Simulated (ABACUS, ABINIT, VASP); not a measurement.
**SnSe2: equilibrium volume by level of theory**

```cif
data_structure
_symmetry_space_group_name_H-M 'P 1'
_symmetry_Int_Tables_number 1
_cell_length_a 3.8110
_cell_length_b 3.8110
_cell_length_c 6.1360
_cell_angle_alpha 90.000
_cell_angle_beta 90.000
_cell_angle_gamma 120.000
_cell_volume 77.18
loop_
_atom_site_label
_atom_site_type_symbol
_atom_site_fract_x
_atom_site_fract_y
_atom_site_fract_z
_atom_site_occupancy
Sn1 Sn 0.00000 0.00000 0.00000 1
Se1 Se 0.66667 0.33333 0.75100 1
Se2 Se 0.33333 0.66667 0.24900 1
```

```tsv
rung	level	program and potentials	cutoff (eV)	k mesh	smearing	equilibrium volume (Å³/atom)	notes
GGA	PBEsol	ABINIT, PseudoDojo NC SR PBEsol v0.4.1 standard	1170	6 × 6 × 4	fermi-dirac 0.05	25.90	15.33 valence electrons an atom on average
GGA	PW91	VASP, PBE PAW files Se, Sn_d, 600 eV	600	8 × 8 × 5	fermi-dirac 0.05	29.44	potentials made for PBE; 8.67 valence electrons an atom on average
GGA	rPW86PBE	ABACUS, Ansatz NC PBE, plane waves	1184	6 × 6 × 4	fermi-dirac 0.05	29.22	potentials made for PBE; 15.33 valence electrons an atom on average
non-local van der Waals functional	optB86b-vdW	VASP, PBE PAW files Se, Sn_d, 600 eV	600	8 × 8 × 5	fermi-dirac 0.05	26.26	potentials made for PBE; 8.67 valence electrons an atom on average
non-local van der Waals functional	optB88-vdW	VASP, PBE PAW files Se, Sn_d, 600 eV	600	8 × 8 × 5	fermi-dirac 0.05	26.88	potentials made for PBE; 8.67 valence electrons an atom on average
non-local van der Waals functional	optPBE-vdW	VASP, PBE PAW files Se, Sn_d, 600 eV	600	8 × 8 × 5	fermi-dirac 0.05	27.85	potentials made for PBE; 8.67 valence electrons an atom on average
non-local van der Waals functional	rev-vdW-DF2	VASP, PBE PAW files Se, Sn_d, 600 eV	600	8 × 8 × 5	fermi-dirac 0.05	26.26	potentials made for PBE; 8.67 valence electrons an atom on average
non-local van der Waals functional	vdW-DF	VASP, PBE PAW files Se, Sn_d, 600 eV	600	8 × 8 × 5	fermi-dirac 0.05	29.52	potentials made for PBE; 8.67 valence electrons an atom on average
non-local van der Waals functional	vdW-DF-cx	VASP, PBE PAW files Se, Sn_d, 600 eV	600	8 × 8 × 5	fermi-dirac 0.05	25.74	potentials made for PBE; 8.67 valence electrons an atom on average
meta-GGA	r2SCAN	VASP, PBE PAW files Se, Sn_d, 600 eV	600	8 × 8 × 5	gaussian 0.05	27.86	potentials made for PBE; 8.67 valence electrons an atom on average
meta-GGA + dispersion	r2SCAN+D3(BJ)	VASP, PBE PAW files Se, Sn_d, 600 eV	600	8 × 8 × 5	gaussian 0.05	26.37	potentials made for PBE; 8.67 valence electrons an atom on average
meta-GGA	rSCAN	VASP, PBE PAW files Se, Sn_d, 600 eV	600	8 × 8 × 5	gaussian 0.05	27.64	potentials made for PBE; 8.67 valence electrons an atom on average
```

Task: relaxation of cell and atoms. All rows: no spin polarisation. Smearing widths are in eV. Meshes differ between rows, which moves values too. Meshes are those of the run's cell of 3 atoms unless a note names another. Relaxations start from the cell shown or near it and stop with a little pressure left. Runs on faulty files, with rough fits or with known faults for this quantity aren't shown. No row holds spin-orbit coupling.

By rung: GGA 25.90 to 29.44; non-local van der Waals functional 25.74 to 29.52; meta-GGA 27.64 to 27.86; meta-GGA + dispersion 26.37 (Å³/atom).

The volume of SnSe2 depends more on how a functional treats the weak contact between layers than on its rung. Strong, polar covalent Sn–Se bonds hold each layer together, while the selenium faces of neighbouring layers attract mainly through dispersion, so the soft interlayer gap probably takes up most of the spread. Adding D3(BJ) to r2SCAN supplies some of this attraction and shrinks the volume from 27.86 to 26.37 Å³/atom.

Non-local correlation alone does not ensure a compact cell. vdW-DF gives 29.52 Å³/atom and vdW-DF-cx 25.74, although both use the same non-local correlation; the difference comes from the exchange partner, which is much more repulsive at layer separation in vdW-DF. PBEsol reaches 25.90 without any explicit long-range dispersion, which suggests that its softer exchange compensates for the missing attraction rather than describing it. Similar volumes can also hide opposite errors in the in-plane lattice constant and the layer spacing, so they do not establish equally good structures or interlayer binding.
